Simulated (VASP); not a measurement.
# GaSb (F-43m) in VASP: further runs, part 2 of 2

VASP 6.6.1.

## Step 5: Relaxation of cell and atoms, r2SCAN

This run uses another cell than the first one, of 28.62 Å³/atom, 0.943 times its volume.

The input, POSCAR:

```
GaSb
1.0
    0.0000000000      3.0590000000      3.0590000000
    3.0590000000      0.0000000000      3.0590000000
    3.0590000000      3.0590000000      0.0000000000
Sb Ga
1 1
Direct
    0.7500000000      0.7500000000      0.7500000000
    0.0000000000      0.0000000000      0.0000000000
```

The input, INCAR.step1:

```
SYSTEM = GaSb
ALGO     = Normal         ! electronic algorithm
EDIFF    = 1E-4           ! SCF threshold, eV
ENCUT    = 600            ! plane-wave cutoff, eV
GGA      = PE             ! functional
ISMEAR   = -1             ! smearing method
LASPH    = .True.         ! aspherical terms in the spheres
LCHARG   = .False.        ! write CHGCAR
LREAL    = .False.        ! projectors in reciprocal space
LWAVE    = .True.         ! write WAVECAR
NELM     = 60             ! most SCF steps
PREC     = Accurate       ! precision mode
SIGMA    = 0.05           ! smearing width, eV
```

The input, INCAR.step2:

```
SYSTEM = GaSb
ALGO     = Normal         ! electronic algorithm
EDIFF    = 1E-6           ! SCF threshold, eV
EDIFFG   = -0.01          ! ionic threshold
ENCUT    = 600            ! plane-wave cutoff, eV
IBRION   = 2              ! ionic algorithm
ISIF     = 3              ! what is computed and relaxed
ISMEAR   = -1             ! smearing method
ISTART   = 1            
LASPH    = .True.         ! aspherical terms in the spheres
LCHARG   = .False.        ! write CHGCAR
LMIXTAU  = .True.       
LREAL    = .False.        ! projectors in reciprocal space
LWAVE    = .False.        ! write WAVECAR
METAGGA  = R2SCAN         ! meta-GGA
NELM     = 60             ! most SCF steps
NSW      = 60             ! ionic steps
PREC     = Accurate       ! precision mode
SIGMA    = 0.05           ! smearing width, eV
```

The input, KPOINTS:

```
k-points
0
Gamma
  8 8 8
  0 0 0
```

Potentials or basis: VASP PAW PBE potentials, release 64 (Sb, Ga_d).

Command:

```bash
cat potpaw_PBE.64/Sb/POTCAR potpaw_PBE.64/Ga_d/POTCAR > POTCAR
cp INCAR.step1 INCAR
mpirun -np 1 vasp_std > vasp.out
cp INCAR.step2 INCAR
mpirun -np 1 vasp_std > vasp.out
```

OUTCAR:

```text
SYSTEM = GaSb
   EDIFF = 1E-6
   EDIFFG = -0.01
   ENCUT = 600
   IBRION = 2
   ISIF = 3
   ISMEAR = -1
   ISTART = 1
   LASPH = .True.
   LREAL = .False.
   METAGGA = R2SCAN
   NELM = 60
   NSW = 60
   PREC = Accurate

 ion  position               nearest neighbor table
   1  0.750  0.750  0.750-   2 2.65   2 2.65   2 2.65   2 2.65
   2  0.000  0.000  0.000-   1 2.65   1 2.65   1 2.65   1 2.65

  LATTYP: Found a face centered cubic cell.
 ALAT       =     6.1180000000

  Lattice vectors:

 A1 = (   0.0000000000,   3.0590000000,   3.0590000000)
 A2 = (   3.0590000000,   0.0000000000,   3.0590000000)
 A3 = (   3.0590000000,   3.0590000000,   0.0000000000)

Analysis of symmetry for initial positions (statically):
=====================================================================
 Subroutine PRICEL returns:
 Original cell was already a primitive cell.

 Routine SETGRP: Setting up the symmetry group for a
 face centered cubic supercell.

 Subroutine GETGRP returns: Found 24 space group operations
 (whereof 24 operations were pure point group operations)
 out of a pool of 48 trial point group operations.

The static configuration has the point symmetry T_d .

Analysis of symmetry for dynamics (positions and initial velocities):
=====================================================================
 Subroutine PRICEL returns:
 Original cell was already a primitive cell.

 Routine SETGRP: Setting up the symmetry group for a
 face centered cubic supercell.

 Subroutine GETGRP returns: Found 24 space group operations
 (whereof 24 operations were pure point group operations)
 out of a pool of 48 trial point group operations.

The dynamic configuration has the point symmetry T_d .

 Subroutine INISYM returns: Found 24 space group operations
 (whereof 24 operations are pure point group operations),
 and found     1 'primitive' translations

----------------------------------------------------------------------------------------

                                     Primitive cell

  volume of cell :      57.2491

  direct lattice vectors                    reciprocal lattice vectors
     0.000000000  3.059000000  3.059000000    -0.163452109  0.163452109  0.163452109
     3.059000000  0.000000000  3.059000000     0.163452109 -0.163452109  0.163452109
     3.059000000  3.059000000  0.000000000     0.163452109  0.163452109 -0.163452109

  length of vectors
     4.326079287  4.326079287  4.326079287     0.283107357  0.283107357  0.283107357

  position of ions in fractional coordinates (direct lattice)
     0.750000000  0.750000000  0.750000000
     0.000000000  0.000000000  0.000000000

  ion indices of the primitive-cell ions
   primitive index   ion index
                 1           1
                 2           2

----------------------------------------------------------------------------------------

 KPOINTS: k-points

Automatic generation of k-mesh.
 Grid dimensions read from file:
 generate k-points for:    8    8    8

 Generating k-lattice:

  Cartesian coordinates                     Fractional coordinates (reciprocal lattice)
    -0.020431514  0.020431514  0.020431514     0.125000000  0.000000000  0.000000000
     0.020431514 -0.020431514  0.020431514     0.000000000  0.125000000  0.000000000
     0.020431514  0.020431514 -0.020431514     0.000000000  0.000000000  0.125000000

  Length of vectors
     0.035388420  0.035388420  0.035388420
[... 41 lines left out ...]
   ions per type =               1   1
   NGX,Y,Z   is equivalent  to a cutoff of  13.83, 13.83, 13.83 a.u.
   NGXF,Y,Z  is equivalent  to a cutoff of  27.67, 27.67, 27.67 a.u.
 SYSTEM =  GaSb
   PREC   = accura    normal or accurate (medium, high low for compatibility)
   ISTART =      1    job   : 0-new  1-cont  2-samecut
   ICHARG =      0    charge: 1-file 2-atom 10-const
   ISPIN  =      1    spin polarized calculation?
   LNONCOLLINEAR =      F non collinear calculations
   LSORBIT =      F    spin-orbit coupling
   LASPH  =      T    aspherical Exc in radial PAW
   ENCUT  =  600.0 eV  44.10 Ry    6.64 a.u.   8.64  8.64  8.64*2*pi/ulx,y,z
   NELM   =     60;   NELMIN=  2; NELMDL=  0     # of ELM steps
   EDIFF  = 0.1E-05   stopping-criterion for ELM
   LREAL  =      F    real-space projection
   EDIFFG = -.1E-01   stopping-criterion for IOM
   NSW    =     60    number of steps for IOM
   IBRION =      2    ionic relax: 0-MD 1-quasi-New 2-CG
   NFREE  =      1    steps in history (QN), initial steepest desc. (CG)
   ISIF   =      3    stress and relaxation
   ISYM   =      2    0-nonsym 1-usesym 2-fastsym
   POTIM  = 0.5000    time-step for ionic-motion
   TEBEG  =    0.0;   TEEND  =   0.0 temperature during run
   PSTRESS=    0.0 pullay stress
   NELECT =      18.0000    total number of electrons
   NUPDOWN=      -1.0000    fix difference up-down
   EMIN   =  10.00;   EMAX   =-10.00  energy-range for DOS
   EFERMI =   0.00;   METHOD = LEGACY
   ISMEAR =    -1;   SIGMA  =   0.05  broadening in eV -4-tet -1-fermi 0-gaus
   EFERMI_NEDOS =   21; number of points for ismear=-14 and -15
   IALGO  =     38    algorithm
   IMIX   =      4    mixing-type and parameters
     AMIX     =   0.40;   BMIX     =  1.00
     AMIX_MAG =   1.60;   BMIX_MAG =  1.00
  volume/ion in A,a.u.               =      28.62       193.17
  Fermi-wavevector in a.u.,A,eV,Ry     =   1.113208  2.103657 16.860766  1.239231
  Thomas-Fermi vector in A             =   2.249790
   LORBIT       =      0    0 simple, 1 ext, 2 COOP (PROOUT), +10 PAW based schemes
   METAGGA = R2SCAN    functional components
   LHFCALC =     F    Hartree Fock is set to
   AEXX    =    0.0000 exact exchange contribution
   IVDW    =     0    specifies the selected vdW correction
   LEPSILON=     F    determine dielectric tensor
   LRPA    =     F    only Hartree local field effects (RPA)
 conjugate gradient relaxation of ions
 non-spin polarized calculation
  energy-cutoff  :      600.00
  volume of cell :       57.25
 maximum number of plane-waves:      1926
   NGX = 17   NGY = 17   NGZ = 17

--------------------------------------- Ionic step        1  -------------------------------------------

 number of electron      18.0000006 magnetization

 Free energy of the ion-electron system (eV)
  ---------------------------------------------------
  ext. energy  EPLUGINS =         0.00000000
  ---------------------------------------------------
  free energy    TOTEN  =       -37.60088708 eV

  energy without entropy =      -37.60084270  energy(sigma->0) =      -37.60086489

------------------------ aborting loop because EDIFF is reached ----------------------------------------

  FORCE on cell =-STRESS in cart. coord.  units (eV):
  Direction    XX          YY          ZZ          XY          YZ          ZX
  --------------------------------------------------------------------------------------
  -------------------------------------------------------------------------------------
  Total        0.1495393      0.1495393      0.1495393     -0.0000000     -0.0000000      0.0000000
  in kB        4.1850186      4.1850186      4.1850186     -0.0000000     -0.0000000      0.0000000
  external PRESSURE =       4.1850186 kB  Pullay stress =       0.0000000 kB
[... 23 lines left out ...]
--------------------------------------- Ionic step        2  -------------------------------------------

 number of electron      18.0000002 magnetization

 E-fermi :   4.7875     XC(G=0):  -9.6710

 val. band max:        4.5750551248   @ k =   0.0000   0.0000   0.0000
 cond. band min:       4.9424353970   @ k =   0.0000   0.0000   0.0000
 fundamental gap:      0.3673802722
 Fermi energy:         4.7875092423

 k-point     1 :       0.0000    0.0000    0.0000
  band No.  band energies     occupation
      1     -10.9046      2.00000
      2     -10.9046      2.00000
      3     -10.9046      2.00000
      4     -10.8496      2.00000
      5     -10.8496      2.00000
      6      -7.2793      2.00000
      7       4.5750      1.97187
      8       4.5751      1.97185
      9       4.5751      1.97185
     10       4.9424      0.08634
     11       7.5588      0.00000
     12       7.5589      0.00000
     13       7.5589      0.00000
[... 403 lines left out ...]
--------------------------------------- Ionic step        3  -------------------------------------------

 number of electron      18.0000003 magnetization

 Free energy of the ion-electron system (eV)
  ---------------------------------------------------
  ext. energy  EPLUGINS =         0.00000000
  ---------------------------------------------------
  free energy    TOTEN  =       -37.60145024 eV

  energy without entropy =      -37.60138129  energy(sigma->0) =      -37.60141576

 E-fermi :   4.8320     XC(G=0):  -9.6858

 val. band max:        4.6077817054   @ k =   0.0000   0.0000   0.0000
 cond. band min:       4.9993146981   @ k =   0.0000   0.0000   0.0000
 fundamental gap:      0.3915329928
 Fermi energy:         4.8319753134

 k-point     1 :       0.0000    0.0000    0.0000
  band No.  band energies     occupation
      1     -10.8778      2.00000
      2     -10.8778      2.00000
      3     -10.8778      2.00000
      4     -10.8222      2.00000
      5     -10.8222      2.00000
      6      -7.2694      2.00000
      7       4.6077      1.97769
      8       4.6078      1.97767
      9       4.6078      1.97767
     10       4.9993      0.06800
     11       7.5904      0.00000
     12       7.5905      0.00000
     13       7.5905      0.00000
[... 397 lines left out ...]
  FREE ENERGIE OF THE ION-ELECTRON SYSTEM (eV)
  ---------------------------------------------------
  free  energy   TOTEN  =       -37.6014502377 eV

  energy  without entropy=      -37.6013812919  energy(sigma->0) =      -37.60141576

 reached required accuracy - stopping structural energy minimisation
```

Wall time 2.3 min (1 thread of Intel Xeon Platinum 8488C (Sapphire Rapids), shared host); peak memory 0.24 GiB.

Results:

```yaml
Free_energy: -37.6015 eV
Relaxed_volume: 28.84 Å³/atom
Relaxed_cell: a = 4.337 Å, b = 4.337 Å, c = 4.337 Å, α = 60.00°, β = 60.00°, γ = 60.00°
Space_group_after_relaxing_to_0.05_Å: F-43m (No. 216)
Energy_gained_by_relaxing: 0.3 meV/atom
Ionic_steps: 3
Pressure_after_relaxing: 0.0 GPa
Band_gap_on_the_k_mesh: 0.39 eV, direct
```

Step by step:
```csv
step,energy change (eV),largest force (eV/Å),pressure (GPa),volume (Å³)
1,0.0000,0.0000,0.42,57.25
2,-0.0005,0.0000,-0.14,57.87
3,-0.0006,0.0000,0.01,57.69
```

Final structure:
```
CELL_PARAMETERS angstrom
0.00000 3.06677 3.06677
3.06677 0.00000 3.06677
3.06677 3.06677 0.00000
ATOMIC_POSITIONS crystal
Sb 0.75000 0.75000 0.75000
Ga 0.00000 0.00000 0.00000
```

Caveat: the PAW data sets were made with another functional, which shifts forces and pressure a little; spin-orbit coupling is left out, which moves the levels of the heavy elements. Zero-point motion and thermal expansion aren't in these numbers.

## Step 6: The runs side by side

| task | level | cell | cutoff (eV) | gap on the mesh (eV) | pressure (GPa) |
| --- | --- | --- | --- | --- | --- |
| single point | RPBE+D3(BJ) | a = 4.411 Å, angles 60.0°, 2 atoms | 520 | none | -7.5 |
| single point | revPBE+D4 | a = 4.411 Å, angles 60.0°, 2 atoms | 520 | none | -3.1 |
| single point | r2SCAN | a = 4.336 Å, angles 60.0°, 2 atoms | 520 | 0.40 | 0.1 |
| relaxation of cell and atoms | r2SCAN | relaxed from a = 4.326 Å, angles 60.0°, 2 atoms | 600 | 0.39 | 0.0 |

Alike in all rows: potentials or basis VASP PAW PBE potentials, release 64 (Sb, Ga_d); no spin polarisation; k mesh 8 × 8 × 8; smearing fermi-dirac 0.05 eV.

Caveats: the PAW data sets were made with another functional, which shifts forces and pressure a little; spin-orbit coupling is left out, which moves the levels of the heavy elements; pairwise dispersion overbinds metals, which lowers pressure and volume (some runs).

Absolute energies hang on the potentials; compare differences alone.

## Step 7: How close it comes

Step 4. A measured gap of GaSb is 0.811 eV (direct; 4.2 K; a printed reference work, data compilation); the calculated 0.40 eV misses it by -0.41 eV. Spin-orbit coupling on Ga, Sb is left out. The value is that of r2SCAN on a finite k mesh, which can miss the band edges, without temperature or zero-point motion.
